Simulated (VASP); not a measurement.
The system is PbSe (Clausthalite).

```
Pb Se
1.0
     0.00000    3.06065    3.06065
     3.06065    0.00000    3.06065
     3.06065    3.06065    0.00000
Pb Se
1 1
Direct
  0.00000 0.00000 0.00000
  0.50000 0.50000 0.50000
```

- Program: VASP 6.6.1
- Task: relaxation of cell and atoms
- Functional: PBE
- Potentials or basis: VASP PAW PBE potentials, release 54 (Pb_d, Se)
- Cutoff: 600 eV
- k mesh: 8 × 8 × 8
- Occupations: fermi-dirac, width 0.05 eV
- Spin: no spin polarisation

At the start: pressure 2.4 GPa; volume 28.67 Å³/atom.

**Question.** How do energy, volume and symmetry change on relaxing?

**Answer.** Over 3 steps the energy falls by 10.0 meV/atom and the volume is 30.05 Å³/atom (+4.8 %); space group Fm-3m (No. 225, to 0.05 Å).

The path:
| step | energy change (eV) | largest force (eV/Å) | pressure (GPa) | volume (Å³) |
| --- | --- | --- | --- | --- |
| 1 | 0.0000 | 0.0000 | 2.43 | 57.34 |
| 2 | -0.0180 | 0.0000 | -0.69 | 61.02 |
| 3 | -0.0200 | 0.0000 | 0.02 | 60.09 |

Final structure:
```
Pb Se
1.0
     0.00000    3.10880    3.10880
     3.10880    0.00000    3.10880
     3.10880    3.10880    0.00000
Pb Se
1 1
Cartesian
  0.0000 0.0000 0.0000
  3.1088 3.1088 3.1088
```

The cell as given is a measured one (28.67 Å³/atom); PBE puts the equilibrium volume +4.8 % from it, thermal expansion not counted.
